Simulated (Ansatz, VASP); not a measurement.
One calculation of K, two programs

```
K
1.0
     4.33899    0.00000    0.00000
     0.00000    4.33899    0.00000
     0.00000    0.00000    4.33899
K
1
Cartesian
  0.0000 0.0000 0.0000
```

Change from the starting cell: volume scaled by 1.02.

Alike in both runs: task single point; functional PBE; k mesh 6 × 6 × 6; occupations fermi-dirac, width 0.05 eV; no spin polarisation.

|  | VASP | Ansatz |
| --- | --- | --- |
| version | VASP 6.6.1 | Ansatz 0.2.0 |
| potentials or method | VASP PAW PBE potentials, release 64 (K_sv) | Ansatz PAW |
| plane-wave cutoff (eV) | 520 | 420 |
| valence electrons in the cell | 9 | 9 |

|  | VASP | Ansatz | Ansatz less VASP |
| --- | --- | --- | --- |
| gap on the k mesh at the Fermi level (eV) | none | none | - |
| pressure (GPa) | -0.1 | -0.1 | +0.01 |

A gap of «none» marks a metal or a gap that the smearing closes. With one functional, cell and mesh, what is left measures potentials, basis and numerics.
